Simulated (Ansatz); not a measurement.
Crystal: Sn.

```xyz
1
Lattice="-2.0292 2.0292 1.6608 2.0292 -2.0292 1.6608 2.0292 2.0292 -1.6608" Properties=species:S:1:pos:R:3 pbc="T T T"
Sn    0.0000    0.0000    0.0000
```

This isn't the form of Sn at room conditions, which is tetragonal (white tin).

* Program: Ansatz 0.2.0
* Task: relaxation of cell and atoms
* Functional: PBE0
* Potentials or basis: Ansatz PAW
* Cutoff: 420 eV (not typed: the program's choice for these potentials)
* k mesh: 5 × 5 × 5
* Occupations: fermi-dirac, width 0.05 eV
* Spin: no spin polarisation

At the start: volume 27.35 Å³/atom.

**Question.** Where does the relaxation end?

**Answer.** It ends after 5 steps and the volume is 28.18 Å³/atom (+3.0 %); space group I4/mmm (No. 139, to 0.05 Å).

The path:
```csv
step,energy change (eV),largest force (eV/Å),volume (Å³)
1,0.0000,0.0000,27.35
2,-0.0092,0.0000,27.92
3,-0.0101,0.0000,28.17
4,-0.0101,0.0000,28.18
5,-0.0103,0.0000,28.18
```

Final structure:
```yaml
crystal:
  lattice:
    - [-2.02390, 2.02390, 1.72003]
    - [2.02390, -2.02390, 1.72003]
    - [2.02390, 2.02390, -1.72003]
  atoms:
    - { symbol: Sn, position: [0.00000, 0.00000, 0.00000] }
```

Caveat: the k mesh is coarse (spacing up to 0.49 Å⁻¹), so the values aren't converged, least of all with exact exchange; the plane-wave basis is chosen anew once the cell has moved, so the energies of steps on either side of that aren't comparable; the PAW data sets come from PBE, with cores solved anew for the run's functional, which leaves a small shift of forces and pressure.
